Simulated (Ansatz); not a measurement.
## TiSi2 in Ansatz: the effect of Hubbard term

Crystal: TiSi2.

```
Ti Si
1.0
     0.00000    4.11752    4.26290
     2.38951    0.00000    4.26290
     2.38951    4.11752    0.00000
Ti Si
2 4
Direct
  0.75000 0.75000 0.75000
  0.50000 0.50000 0.50000
  0.41257 0.08743 0.41257
  0.08743 0.41257 0.08743
  0.16257 0.83743 0.16257
  0.83743 0.16257 0.83743
```

The cell is a database's computed one.

Alike in all runs:

* Program: Ansatz 0.2.0
* Task: band structure
* Functional: PBE
* Potentials or basis: Ansatz PAW
* Cutoff: 420 eV (not typed: the program's choice for these potentials)
* k mesh: 7 × 7 × 7
* Occupations: fermi-dirac, width 0.05 eV
* Spin: no spin polarisation
* Path: [["G", "Y", "T", "Z", "G", "X", "A1", "Y"], ["T", "X1"], ["X", "A", "Z"], ["L", "G"]]
* Points for each segment of the path: 14
* Hubbard projectors: ortho-atomic (the default)
* Double counting: fll (the default)

Problem. One run gave: pressure 3.6 GPa; largest force 0.04 eV/Å. Which Hubbard term did it use?
A. Ti d U = 2 eV
B. Ti d U = 6 eV
C. Ti d U = 8 eV
D. none
E. Ti d U = 5 eV

Solution. A.

| Hubbard term | pressure (GPa) | largest force (eV/Å) |
| --- | --- | --- |
| none | 2.1 | 0.02 |
| Ti d U = 1 eV | 2.8 | 0.01 |
| Ti d U = 2 eV | 3.6 | 0.04 |
| Ti d U = 3 eV | 4.5 | 0.07 |
| Ti d U = 4 eV | 5.4 | 0.10 |
| Ti d U = 5 eV | 6.4 | 0.12 |
| Ti d U = 6 eV | 7.6 | 0.15 |
| Ti d U = 8 eV | 11.5 | 0.26 |

Caveats: U without spin polarisation on a metal has little footing (some runs); the U is typed as a test and isn't derived for this compound (some runs).
